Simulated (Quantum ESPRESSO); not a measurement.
# I (I4/mmm) in Quantum ESPRESSO: reference runs

How does I come out in PBE? The cell is run as given and disturbed, and energy against volume gives the equilibrium volume and stiffness.

Everything below comes from runs of Quantum ESPRESSO 7.5. Logs are shortened: lines on timing, memory, paths and dates and some standing lists are left out, and cuts for length are marked.

## Step 1: The structure

The structure is tetragonal, space group I4/mmm (No. 139). The conventional cell has a = 3.235 Å, b = 3.235 Å, c = 8.530 Å, α = 90.00°, β = 90.00°, γ = 90.00°. I (site symmetry 4/mmm) is surrounded by 4 I at 3.23 Å.

## Step 2: Single point, PBE

Input file pw.in:

```
&CONTROL
  calculation = 'scf'
  prefix = 'pwscf'
  outdir = './tmp'
  pseudo_dir = './pseudo'
  tprnfor = .true.
  tstress = .true.
  disk_io = 'nowf'
/
&SYSTEM
  ibrav = 0
  nat = 1
  ntyp = 1
  ecutwfc = 55
  ecutrho = 440
  nbnd = 9
  occupations = 'smearing'
  smearing = 'fd'
  degauss = 0.00367493
/
&ELECTRONS
  conv_thr = 2d-10
  electron_maxstep = 120
  mixing_beta = 0.5
/
ATOMIC_SPECIES
I    126.9045 I.pbe-n-kjpaw_psl.0.2.UPF
CELL_PARAMETERS angstrom
  -1.6174560000    1.6174560000    4.2648080000
   1.6174560000   -1.6174560000    4.2648080000
   1.6174560000    1.6174560000   -4.2648080000
ATOMIC_POSITIONS crystal
I      0.0000000000    0.0000000000    0.0000000000
K_POINTS automatic
11 11 11 0 0 0
```

Potentials or basis: SSSP 1.3 efficiency PBE.

Command:

```
> OMP_NUM_THREADS=1 pw.x -in pw.in > pw.out
```

pw.out:

```text
This program is part of the open-source Quantum ESPRESSO suite
     for quantum simulation of materials; please cite
[... 9 lines left out ...]
     --------------------
     sticks:   dense  smooth     PW     G-vecs:    dense   smooth      PW
     Sum        2429    1215    395                46973    16595    3057

     Using Slab Decomposition

     bravais-lattice index     =            0
     lattice parameter (alat)  =       9.1454  a.u.
     unit-cell volume          =     301.1765 (a.u.)^3
     number of atoms/cell      =            1
     number of atomic types    =            1
     number of electrons       =         7.00
     number of Kohn-Sham states=            9
     kinetic-energy cutoff     =      55.0000  Ry
     charge density cutoff     =     440.0000  Ry
     scf convergence threshold =      2.0E-10
     mixing beta               =       0.5000
     number of iterations used =            8  plain     mixing
     Exchange-correlation= SLA  PW   PBX  PBC
                           (   1   4   3   4   0   0   0)

     celldm(1)=   9.145360  celldm(2)=   0.000000  celldm(3)=   0.000000
     celldm(4)=   0.000000  celldm(5)=   0.000000  celldm(6)=   0.000000

     crystal axes: (cart. coord. in units of alat)
               a(1) = (  -0.334219   0.334219   0.881247 )
               a(2) = (   0.334219  -0.334219   0.881247 )
               a(3) = (   0.334219   0.334219  -0.881247 )

     reciprocal axes: (cart. coord. in units 2 pi/alat)
               b(1) = ( -0.000000  1.496027  0.567378 )
               b(2) = (  1.496027 -0.000000  0.567378 )
               b(3) = (  1.496027  1.496027  0.000000 )

     PseudoPot. # 1 for I  read from file:
     I.pbe-n-kjpaw_psl.0.2.UPF
     Pseudo is Projector augmented-wave + core cor, Zval =  7.0
     Generated using "atomic" code by A. Dal Corso  v.5.0.99 svn rev. 10869
     Shape of augmentation charge: PSQ
     Using radial grid of 1247 points,  4 beta functions with:
                l(1) =   0
                l(2) =   0
                l(3) =   1
                l(4) =   1
     Q(r) pseudized with 0 coefficients

     atomic species   valence    mass     pseudopotential
     I                 7.00   126.90450     I ( 1.00)

     16 Sym. Ops., with inversion, found

   Cartesian axes

     site n.     atom                  positions (alat units)
         1        I      tau(   1) = (   0.0000000   0.0000000   0.0000000  )

     number of k points=   126  Fermi-Dirac smearing, width (Ry)=  0.0037

     Number of k-points >= 100: set verbosity='high' to print them.

     Dense  grid:    46973 G-vectors     FFT dimensions: (  64,  64,  64)

     Smooth grid:    16595 G-vectors     FFT dimensions: (  45,  45,  45)

     Initial potential from superposition of free atoms

     starting charge       6.9999, renormalised to       7.0000
     Starting wfcs are    4 randomized atomic wfcs +    5 random wfcs

     Self-consistent Calculation

     iteration #  1     ecut=    55.00 Ry     beta= 0.50
     Davidson diagonalization with overlap
     ethr =  1.00E-02,  avg # of iterations =  6.4

     Threshold (ethr) on eigenvalues was too large:
     Diagonalizing with lowered threshold

     Davidson diagonalization with overlap
     ethr =  9.17E-05,  avg # of iterations =  3.2

     total energy              =    -378.90596821 Ry
     estimated scf accuracy    <       0.00639538 Ry

     iteration #  2     ecut=    55.00 Ry     beta= 0.50
     Davidson diagonalization with overlap
     ethr =  9.14E-05,  avg # of iterations =  1.0

     total energy              =    -378.90605146 Ry
     estimated scf accuracy    <       0.00078606 Ry

     iteration #  3     ecut=    55.00 Ry     beta= 0.50
     Davidson diagonalization with overlap
     ethr =  1.12E-05,  avg # of iterations =  2.7

     total energy              =    -378.90614883 Ry
     estimated scf accuracy    <       0.00001743 Ry

     iteration #  4     ecut=    55.00 Ry     beta= 0.50
     Davidson diagonalization with overlap
     ethr =  2.49E-07,  avg # of iterations =  2.5

     total energy              =    -378.90615053 Ry
     estimated scf accuracy    <       0.00000055 Ry

     iteration #  5     ecut=    55.00 Ry     beta= 0.50
     Davidson diagonalization with overlap
     ethr =  7.83E-09,  avg # of iterations =  2.2

     total energy              =    -378.90615066 Ry
     estimated scf accuracy    <       0.00000001 Ry

     iteration #  6     ecut=    55.00 Ry     beta= 0.50
     Davidson diagonalization with overlap
     ethr =  1.48E-10,  avg # of iterations =  3.7

     total energy              =    -378.90615067 Ry
     estimated scf accuracy    <          3.3E-10 Ry

     iteration #  7     ecut=    55.00 Ry     beta= 0.50
     Davidson diagonalization with overlap
     ethr =  4.70E-12,  avg # of iterations =  2.3

     End of self-consistent calculation

     Number of k-points >= 100: set verbosity='high' to print the bands.

     the Fermi energy is     3.0404 ev

!    total energy              =    -378.90615067 Ry
     total all-electron energy =    -14232.903596 Ry
     estimated scf accuracy    <          1.8E-11 Ry
     smearing contrib. (-TS)   =      -0.00045532 Ry
     internal energy E=F+TS    =    -378.90569535 Ry

     The total energy is F=E-TS. E is the sum of the following terms:
     one-electron contribution =       0.47871035 Ry
     hartree contribution      =       3.01209397 Ry
     xc contribution           =     -41.66085890 Ry
     ewald contribution        =     -20.21244700 Ry
     one-center paw contrib.   =    -320.52319377 Ry

     convergence has been achieved in   7 iterations

     Forces acting on atoms (cartesian axes, Ry/au):

     atom    1 type  1   force =     0.00000000    0.00000000    0.00000000

     Total force =     0.000000     Total SCF correction =     0.000000

     Computing stress (Cartesian axis) and pressure

          total   stress  (Ry/bohr**3)                   (kbar)     P=       -0.09
  -0.00000527  -0.00000000  -0.00000000           -0.77       -0.00       -0.00
   0.00000000  -0.00000527  -0.00000000            0.00       -0.77       -0.00
  -0.00000000  -0.00000000   0.00000869           -0.00       -0.00        1.28

=------------------------------------------------------------------------------=
   JOB DONE.
=------------------------------------------------------------------------------=
```

Run time: 57 s. Hardware: 1 thread of Arm Neoverse V1, shared host; peak memory 0.12 GiB.

What came out:

- Free energy: -5155.2808 eV
- Pressure: 0.0 GPa
- Band gap on the k mesh: none (metal or under the smearing width)

Levels at points of the mesh, in eV from the Fermi level:
| k point | band 1 | band 2 | band 3 | band 4 | band 5 | band 6 |
| --- | --- | --- | --- | --- | --- | --- |
| (0.00, 0.00, 0.00) | -13.80 | -2.33 | 0.80 | 0.80 | 4.16 | 7.22 |

Caveat: an odd number of electrons without spin polarisation forces a metal; a magnetic or distorted state may lie lower. Spin-orbit coupling is left out, which matters for the levels of I.

## Step 3: Single point, PBE (cell strained at random at fixed volume)

Edit pw.in of step 2 so:

```diff
@@ -28,7 +28,7 @@
 CELL_PARAMETERS angstrom
-  -1.6174560000    1.6174560000    4.2648080000
-   1.6174560000   -1.6174560000    4.2648080000
-   1.6174560000    1.6174560000   -4.2648080000
+  -1.5899450000    1.6320630000    4.2366870000
+   1.6842080000   -1.6402030000    4.2755240000
+   1.5553370000    1.6055950000   -4.2397740000
 ATOMIC_POSITIONS crystal
-I      0.0000000000    0.0000000000    0.0000000000
+I      0.0027500000    0.0116350000    0.0153920000
 K_POINTS automatic
```

Potentials or basis: SSSP 1.3 efficiency PBE.

Command:

```
> OMP_NUM_THREADS=1 pw.x -in pw.in > pw.out
```

Wall time 4.9 min (1 thread of Arm Neoverse V1, shared host); peak memory 0.27 GiB.

Results (log left out):

* Free energy: -5155.2806 eV
* Pressure: -0.1 GPa
* Band gap on the k mesh: none (metal or under the smearing width)

Stress tensor (GPa, compression positive):
```
-0.14 -0.01 -0.03
-0.01 -0.26  0.00
-0.03  0.00  0.14
```

Levels at points of the mesh, in eV from the Fermi level:
| k point | band 1 | band 2 | band 3 | band 4 | band 5 | band 6 | band 7 | band 8 |
| --- | --- | --- | --- | --- | --- | --- | --- | --- |
| (0.00, 0.00, 0.00) | -13.78 | -2.30 | 0.76 | 0.84 | 4.18 | 7.24 | 7.94 | 12.61 |

Caveat: an odd number of electrons without spin polarisation forces a metal; a magnetic or distorted state may lie lower.

## Step 4: Single point, PBE, 41.95 Å³/atom

Edit pw.in of step 3 so:

```diff
@@ -28,7 +28,7 @@
 CELL_PARAMETERS angstrom
-  -1.5899450000    1.6320630000    4.2366870000
-   1.6842080000   -1.6402030000    4.2755240000
-   1.5553370000    1.6055950000   -4.2397740000
+  -1.5844374291    1.5844374291    4.1777466731
+   1.5844374291   -1.5844374291    4.1777466731
+   1.5844374291    1.5844374291   -4.1777466731
 ATOMIC_POSITIONS crystal
-I      0.0027500000    0.0116350000    0.0153920000
+I      0.0000000000    0.0000000000    0.0000000000
 K_POINTS automatic
```

Command:

```
> OMP_NUM_THREADS=1 pw.x -in pw.in > pw.out
```

It took 56 s on 1 thread of Arm Neoverse V1, shared host; peak memory 0.11 GiB.

The run converged. Its results:

```yaml
Free_energy: -5155.2677 eV
Pressure: 1.6 GPa
Band_gap_on_the_k_mesh: none (metal or under the smearing width)
```

Caveat: an odd number of electrons without spin polarisation forces a metal; a magnetic or distorted state may lie lower.

(Part 1 of 2 ends here.)
